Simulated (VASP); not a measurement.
Te: relaxation of cell and atoms with LDA

Te:

```
CELL_PARAMETERS angstrom
4.45400 0.00000 0.00000
-2.22700 3.85728 0.00000
0.00000 0.00000 5.92400
ATOMIC_POSITIONS crystal
Te 0.26900 0.00000 0.33333
Te 0.00000 0.26900 0.66667
Te 0.73100 0.73100 0.00000
```

```
Program                : VASP 6.6.1
Task                   : relaxation of cell and atoms
Functional             : LDA
Potentials or basis    : VASP PAW LDA potentials, release 64 (Te)
Cutoff                 : 600 eV
k mesh                 : 9 × 9 × 6
Occupations            : gaussian, width 0.03 eV
Spin                   : no spin polarisation
Further INCAR settings : ALGO = Normal; EDIFF = 1e-06; IBRION = 2; EDIFFG = -0.01; NSW = 90; ISIF = 3
```

The relaxed volume is 31.33 Å³/atom, the relaxed cell is a = 4.276 Å, b = 4.276 Å, c = 5.936 Å, α = 90.00°, β = 90.00°, γ = 120.00° and the space group after relaxing (to 0.05 Å) is P3_121 (No. 152). The energy gained by relaxing is 21.1 meV/atom and the ionic steps are 13. The pressure after relaxing is 0.0 GPa, the largest force after relaxing is 0.006 eV/Å and the band gap on the k mesh is none (metal or under the smearing width).

Forces in eV/Å, atoms in the order of the input:
```
Te   0.006  0.000  0.000
Te  -0.003  0.005  0.000
Te  -0.003 -0.005  0.000
```

Step by step:
```
step  energy change (eV)  largest force (eV/Å)  pressure (GPa)  volume (Å³)
   1              0.0000                0.0862           -1.84       101.78
   2             -0.0198                0.3704            1.05        96.14
   3             -0.0243                0.2830            0.11        97.77
   4             -0.0376                0.2318            0.12        96.87
   5             -0.0601                0.0997            0.38        94.15
   6             -0.0614                0.0597            0.55        93.20
   7             -0.0574                0.0603           -1.03        95.48
   8             -0.0630                0.0162           -0.02        93.98
   9             -0.0630                0.0170           -0.02        93.96
  10             -0.0626                0.0379            0.27        93.58
  11             -0.0630                0.0178            0.00        93.95
  12             -0.0632                0.0127            0.01        93.97
  13             -0.0633                0.0062            0.01        94.00
```

Final structure:
```yaml
crystal:
  lattice:
    - [4.27594, 0.00000, 0.00000]
    - [-2.13797, 3.70307, 0.00000]
    - [0.00000, 0.00000, 5.93642]
  atoms:
    - { symbol: Te, position: [0.28690, 0.00000, 0.33333] }
    - { symbol: Te, position: [0.00000, 0.28690, 0.66667] }
    - { symbol: Te, position: [0.71310, 0.71310, 0.00000] }
```

Levels at points of the mesh, in eV from the Fermi level:
```csv
k point,band 5,band 6,band 7,band 8,band 9,band 10,band 11,band 12,band 13
"(0.00, 0.00, 0.00)",-2.61,-2.61,-1.83,-1.83,-1.22,0.98,0.98,1.68,4.76
"(0.00, 0.00, 0.50)",-2.71,-2.71,-1.28,-0.85,-0.85,0.18,0.27,0.27,3.56
```

It took 6.9 min on 1 thread of Intel(R) Xeon(R) Platinum 8559C (Emerald Rapids) (shared host), peak memory 0.26 GiB.

The run has no spin-orbit coupling, so splittings on Te are missing. Zero-point motion and thermal expansion aren't in these numbers.
